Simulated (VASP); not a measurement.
# Se (P2_12_12) in VASP: single point with PBE

Aim: the single point of Se with PBE.

All numbers are computed with VASP 6.6.1; they aren't measurements. Logs are shortened: lines on timing, memory, paths and dates and some standing lists are left out, and cuts for length are marked.

**1. The structure**

Symmetry: P2_12_12, No. 18, orthorhombic system. The conventional cell has a = 4.868 Å, b = 7.909 Å, c = 2.740 Å, α = 90.00°, β = 90.00°, γ = 90.00°. Around Se (site symmetry 1) lie 1 Se at 2.31 Å.

This isn't the form of Se at room conditions, which is trigonal, of chains.

**2. Single point, PBE**

Input file INCAR:

```
SYSTEM = Se
PREC = Accurate ; ENCUT = 520
EDIFF = 1E-7 ; ISMEAR = 0
SIGMA = 0.1 ; LREAL = .False.
LASPH = .True. ; NELM = 100
ALGO = Normal ; ISIF = 2
LWAVE = .False. ; LCHARG = .True.
GGA = PE ; LELF = .True.
LVHAR = .True. ; NBANDS = 20
```

Input file KPOINTS:

```
Automatic mesh
0
Gamma
  4 2 6
  0 0 0
```

Input file POSCAR:

```
Se
1.0
    4.8681583976      0.0000000000      0.0000000000
    0.0000000000      7.9093295400      0.0000000000
    0.0000000000      0.0000000000      2.7402019956
Se
4
Direct
    0.6740806000      0.4010458100      0.2638364000
    0.8259194000      0.9010458100      0.7361636000
    0.3259194000      0.5989541900      0.2638364000
    0.1740806000      0.0989541900      0.7361636000
```

Potentials or basis: VASP PAW PBE potentials, release 64 (Se).

The run is started by

```sh
$ cat potpaw_PBE.64/Se/POTCAR > POTCAR
$ mpirun -np 1 vasp_std > vasp.out
```

OUTCAR:

```text
SYSTEM = Se
   PREC = Accurate
   ENCUT = 520
   EDIFF = 1E-7
   ISMEAR = 0
   LREAL = .False.
   LASPH = .True.
   NELM = 100
   ISIF = 2
   GGA = PE

 ion  position               nearest neighbor table
   1  0.674  0.401  0.264-   3 2.31
   2  0.826  0.901  0.736-   4 2.31
   3  0.326  0.599  0.264-   1 2.31
   4  0.174  0.099  0.736-   2 2.31

  LATTYP: Found a simple orthorhombic cell.
 ALAT       =     2.7402019956
 B/A-ratio  =     1.7765691746
 C/A-ratio  =     2.8864038318

  Lattice vectors:

 A1 = (   0.0000000000,   0.0000000000,   2.7402019956)
 A2 = (   4.8681583976,   0.0000000000,   0.0000000000)
 A3 = (   0.0000000000,   7.9093295400,   0.0000000000)

Analysis of symmetry for initial positions (statically):
=====================================================================
 Subroutine PRICEL returns:
 Original cell was already a primitive cell.

 Routine SETGRP: Setting up the symmetry group for a
 simple orthorhombic supercell.

 Subroutine GETGRP returns: Found  4 space group operations
 (whereof  2 operations were pure point group operations)
 out of a pool of  8 trial point group operations.

The static configuration has the point symmetry C_2 .
 The point group associated with its full space group is D_2 .

Analysis of symmetry for dynamics (positions and initial velocities):
=====================================================================
 Subroutine PRICEL returns:
 Original cell was already a primitive cell.

 Routine SETGRP: Setting up the symmetry group for a
 simple orthorhombic supercell.

 Subroutine GETGRP returns: Found  4 space group operations
 (whereof  2 operations were pure point group operations)
 out of a pool of  8 trial point group operations.

The dynamic configuration has the point symmetry C_2 .
 The point group associated with its full space group is D_2 .

 Subroutine INISYM returns: Found  4 space group operations
 (whereof  2 operations are pure point group operations),
 and found     1 'primitive' translations

----------------------------------------------------------------------------------------

                                     Primitive cell

  volume of cell :     105.5084

  direct lattice vectors                    reciprocal lattice vectors
     4.868158398  0.000000000  0.000000000     0.205416488  0.000000000  0.000000000
[... 87 lines left out ...]
   ENCUT  =  520.0 eV  38.22 Ry    6.18 a.u.   9.05 14.71  5.09*2*pi/ulx,y,z
   NELM   =    100;   NELMIN=  2; NELMDL= -5     # of ELM steps
   EDIFF  = 0.1E-06   stopping-criterion for ELM
   LREAL  =      F    real-space projection
   EDIFFG = 0.1E-05   stopping-criterion for IOM
   NSW    =      0    number of steps for IOM
   IBRION =     -1    ionic relax: 0-MD 1-quasi-New 2-CG
   NFREE  =      0    steps in history (QN), initial steepest desc. (CG)
   ISIF   =      2    stress and relaxation
   ISYM   =      2    0-nonsym 1-usesym 2-fastsym
   POTIM  = 0.5000    time-step for ionic-motion
   TEBEG  =    0.0;   TEEND  =   0.0 temperature during run
   PSTRESS=    0.0 pullay stress
   NELECT =      24.0000    total number of electrons
   NUPDOWN=      -1.0000    fix difference up-down
   EMIN   =  10.00;   EMAX   =-10.00  energy-range for DOS
   EFERMI =   0.00;   METHOD = LEGACY
   ISMEAR =     0;   SIGMA  =   0.10  broadening in eV -4-tet -1-fermi 0-gaus
   EFERMI_NEDOS =   21; number of points for ismear=-14 and -15
   IALGO  =     38    algorithm
   IMIX   =      4    mixing-type and parameters
     AMIX     =   0.40;   BMIX     =  1.00
     AMIX_MAG =   1.60;   BMIX_MAG =  1.00
  volume/ion in A,a.u.               =      26.38       178.00
  Fermi-wavevector in a.u.,A,eV,Ry     =   0.999347  1.888492 13.588059  0.998694
  Thomas-Fermi vector in A             =   2.131631
   LORBIT       =      0    0 simple, 1 ext, 2 COOP (PROOUT), +10 PAW based schemes
   GGA     = PE    functional components
   LHFCALC =     F    Hartree Fock is set to
   AEXX    =    0.0000 exact exchange contribution
   IVDW    =     0    specifies the selected vdW correction
   LEPSILON=     F    determine dielectric tensor
   LRPA    =     F    only Hartree local field effects (RPA)
 non-spin polarized calculation
 Gauss-broadening in eV      SIGMA  =   0.10
  energy-cutoff  :      520.00
  volume of cell :      105.51
 maximum number of plane-waves:      2872
   NGX = 19   NGY = 29   NGZ = 11

 number of electron      23.9999994 magnetization

 Free energy of the ion-electron system (eV)
  ---------------------------------------------------
  ext. energy  EPLUGINS =         0.00000000
  ---------------------------------------------------
  free energy    TOTEN  =       -13.38609855 eV

  energy without entropy =      -13.36580685  energy(sigma->0) =      -13.37595270

 E-fermi :   2.8800     XC(G=0):  -9.0502

 val. band max:        2.8659841921   @ k =   0.2500   0.0000   0.3333
 cond. band min:       2.9038692115   @ k =   0.0000   0.0000   0.5000
 fundamental gap:      0.0378850193
 Fermi energy:         2.8800213019

 k-point     1 :       0.0000    0.0000    0.0000
  band No.  band energies     occupation
      1     -12.9116      2.00000
      2     -12.4729      2.00000
      3      -9.7939      2.00000
      4      -9.1799      2.00000
      5      -2.2877      2.00000
      6      -2.1947      2.00000
[... 541 lines left out ...]
     19       9.1148      0.00000
     20       9.1148      0.00000

------------------------ aborting loop because EDIFF is reached ----------------------------------------

  FORCE on cell =-STRESS in cart. coord.  units (eV):
  Direction    XX          YY          ZZ          XY          YZ          ZX
  --------------------------------------------------------------------------------------
  -------------------------------------------------------------------------------------
  Total       -0.9330153     -0.7380663      5.3786442      0.0000000      0.0000000      0.0000000
  in kB      -14.1681263    -11.2077650     81.6763744      0.0000000      0.0000000      0.0000000
  external PRESSURE =      18.7668277 kB  Pullay stress =       0.0000000 kB

 VOLUME and BASIS-vectors are now :
 -----------------------------------------------------------------------------
  energy-cutoff  :      520.00
  volume of cell :      105.51
      direct lattice vectors                 reciprocal lattice vectors
     4.868158398  0.000000000  0.000000000     0.205416488  0.000000000  0.000000000
     0.000000000  7.909329540  0.000000000     0.000000000  0.126432967  0.000000000
     0.000000000  0.000000000  2.740201996     0.000000000  0.000000000  0.364936600

 POSITION                                       TOTAL-FORCE (eV/Angst)
 -----------------------------------------------------------------------------------
      3.28153      3.17200      0.72297        -0.371201      0.312935      0.002628
      4.02071      7.12667      2.01724         0.371201      0.312935     -0.002628
      1.58663      4.73733      0.72297         0.371201     -0.312935      0.002628
      0.84745      0.78266      2.01724        -0.371201     -0.312935     -0.002628
 -----------------------------------------------------------------------------------
    total drift:                                0.000000      0.000000     -0.000000

  FREE ENERGIE OF THE ION-ELECTRON SYSTEM (eV)
  ---------------------------------------------------
  free  energy   TOTEN  =       -13.3860985465 eV

  energy  without entropy=      -13.3658068454  energy(sigma->0) =      -13.37595270
```

OSZICAR:

```text
N       E                     dE             d eps       ncg     rms          rms(c)
DAV:   1     0.116682228064E+03    0.11668E+03   -0.98139E+03   960   0.101E+03
DAV:   2    -0.500476320366E+01   -0.12169E+03   -0.11852E+03  1312   0.166E+02
DAV:   3    -0.133337258455E+02   -0.83290E+01   -0.82735E+01  1208   0.472E+01
DAV:   4    -0.134126977411E+02   -0.78972E-01   -0.78924E-01  1164   0.529E+00
DAV:   5    -0.134132245750E+02   -0.52683E-03   -0.52682E-03  1148   0.451E-01    0.758E+00
DAV:   6    -0.133936529319E+02    0.19572E-01   -0.11384E-02  1120   0.616E-01    0.452E+00
DAV:   7    -0.133856988795E+02    0.79541E-02   -0.24029E-02  1012   0.917E-01    0.111E-01
DAV:   8    -0.133860336696E+02   -0.33479E-03   -0.10631E-03  1092   0.180E-01    0.415E-02
DAV:   9    -0.133860893855E+02   -0.55716E-04   -0.66857E-05  1140   0.505E-02    0.207E-02
DAV:  10    -0.133860971198E+02   -0.77343E-05   -0.91408E-06  1100   0.178E-02    0.437E-03
DAV:  11    -0.133860984062E+02   -0.12864E-05   -0.15026E-06  1132   0.734E-03    0.175E-03
DAV:  12    -0.133860985316E+02   -0.12536E-06   -0.21980E-07   976   0.275E-03    0.386E-04
DAV:  13    -0.133860985465E+02   -0.14967E-07   -0.93887E-09   564   0.603E-04
   1 F= -.13386099E+02 E0= -.13375953E+02  d E =-.202917E-01
```

stdout:

```text
POSCAR found type information on POSCAR Se
 POSCAR found :  1 types and       4 ions
 scaLAPACK will be used
 LDA part: xc-table for (Slater+PW92), standard interpolation
 POSCAR, INCAR and KPOINTS ok, starting setup
 FFT: planning ... GRIDC
 FFT: planning ... GRID_SOFT
 FFT: planning ... GRID
 WAVECAR not read
 entering main loop
```

Run time: 16 s. Hardware: 1 thread of Intel Xeon 6975P-C (Granite Rapids), shared host; peak memory 0.2 GiB.

Results:

```yaml
Free_energy: -13.3861 eV
Pressure: 1.9 GPa
Largest_force: 0.486 eV/Å
Band_gap_on_the_k_mesh: none (metal or under the smearing width)
```

Forces on the atoms (eV/Å):
```
Se  -0.371  0.313  0.003
Se   0.371  0.313 -0.003
Se   0.371 -0.313  0.003
Se  -0.371 -0.313 -0.003
```

Levels at points of the mesh, in eV from the Fermi level:
| k point | band 10 | band 11 | band 12 | band 13 | band 14 | band 15 |
| --- | --- | --- | --- | --- | --- | --- |
| (0.00, 0.00, 0.00) | -1.74 | 1.61 | 2.03 | 2.58 | 2.92 | 4.75 |
| (0.50, 0.00, 0.00) | -0.98 | 1.96 | 1.96 | 2.85 | 2.85 | 4.77 |
| (0.00, 0.50, 0.00) | -2.23 | 1.23 | 1.23 | 2.73 | 2.73 | 4.94 |
| (0.50, 0.50, 0.00) | -0.46 | 2.01 | 2.01 | 2.86 | 2.86 | 4.77 |
| (0.00, 0.00, 0.50) | -3.04 | -1.11 | -1.05 | 0.02 | 0.07 | 3.19 |
| (0.50, 0.00, 0.50) | -2.98 | -2.06 | -2.06 | 1.28 | 1.28 | 3.65 |
| (0.00, 0.50, 0.50) | -3.00 | -1.14 | -1.14 | 0.04 | 0.04 | 3.44 |
| (0.50, 0.50, 0.50) | -2.92 | -1.89 | -1.89 | 1.15 | 1.15 | 3.11 |

Caveat: the k mesh is coarse (spacing up to 0.40 Å⁻¹), so the values aren't converged.
